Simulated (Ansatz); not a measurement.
# KCl: how the settings move a single-point run

How sensitive is a single-point run of KCl to its settings? A reference run comes first, then one run with altered input.

Method: reference: DFT, PBE, PAW with Ansatz's default frozen-core files, scalar-relativistic, in Ansatz 0.2.0.

## Step 1: Starting point

It takes space group Fm-3m (No. 225, cubic). Conventional cell: a = 6.312 Å, b = 6.312 Å, c = 6.312 Å, α = 90.00°, β = 90.00°, γ = 90.00°. K (site symmetry m-3m) has 6 Cl at 3.16 Å as nearest neighbours. Cl (site symmetry m-3m) has 6 K at 3.16 Å as nearest neighbours.

As a file:

```
K Cl
1.0
     0.00000    3.15610    3.15610
     3.15610    0.00000    3.15610
     3.15610    3.15610    0.00000
K Cl
1 1
Direct
  0.00000 0.00000 0.00000
  0.50000 0.50000 0.50000
```

## Step 2: Baseline

The input, input.yaml:

```yaml
crystal:
  lattice:
    - [0.0, 3.1561, 3.1561]
    - [3.1561, 0.0, 3.1561]
    - [3.1561, 3.1561, 0.0]
  atoms:
    - { symbol: K, position: [0.0, 0.0, 0.0] }
    - { symbol: Cl, position: [0.5, 0.5, 0.5] }
kpoints:
  mp_grid: { grid: [7, 7, 7] }
  band_path:
    path:
      - [0.0, 0.0, 0.0]
      - [0.5, 0.0, 0.5]
      - [0.625, 0.25, 0.625]
      - [0.375, 0.375, 0.75]
      - [0.0, 0.0, 0.0]
      - [0.5, 0.5, 0.5]
      - [0.5, 0.25, 0.75]
      - [0.5, 0.0, 0.5]
    npoints: 14
scf:
  occupations: { method: fermi_dirac, width: 0.03 }
hamiltonian:
  xc: pbe
  pseudopotentials: { kind: paw }
output:
  forces: true
  stress: true
  eigenvalues: true
  efg: { contact_densities: true }
  populations: true
  bader: true
  dos: { projected: true, de: 0.2, e_range: [-14, 8] }
  write_density: true
  write_potential: true
  elf: true
  volumetric_format: npy
```

Started as:

```bash
> ansatz run input.yaml --threads 1 --pin off --max-ram 2048MiB --backend cpu --events-out ev --progress --plain --runs-dir out
```

## Step 3: Changing settings: ecutwfc 40.4 Ry

input.yaml, as its differences from that of step 2:

```diff
@@ -32,7 +32,3 @@
   populations: true
-  bader: true
-  dos: { projected: true, de: 0.2, e_range: [-14, 8] }
-  write_density: true
-  write_potential: true
-  elf: true
-  volumetric_format: npy
+basis:
+  ecutwfc: "40.4 Ry"
```

**Question.** What will these runs give? Wanted: for each run, ending; energy change; pressure; gap; force.

The runs gave:

| run | ending | energy change | pressure (GPa) | gap (eV) | force (eV/Å) | cycles | time |
| --- | --- | --- | --- | --- | --- | --- | --- |
| reference | converged | 0 | 0.6 | 5.16 | 0.00 | 6 | 14 s |
| 1: ecutwfc 40.4 Ry | converged | -0.1 meV/atom | 0.6 | 5.16 | 0.00 | 6 | 6.6 s |

Times don't compare one to one where runs were asked for different outputs or read a saved state (see the inputs); cycles may leave out searches for a lower state.

Residual by cycle in the longest SCF loop of each run; runs are numbered as in the table. The quantity is the density residual dr2, in eV.

```csv
cycle,reference,run 1
1,1.5e-5,2.2e-5
2,3.2e-5,5.7e-5
3,7.2e-7,9.6e-6
4,3.2e-7,2.8e-7
5,7.0e-8,7.3e-8
6,1.3e-10,4.5e-10
```

What this shows: Changing the cutoff hardly moves the energy: -0.1 meV/atom.

These are semilocal Kohn-Sham gaps, which aren't the measured quantity. Such gaps usually fall short of the measured ones.
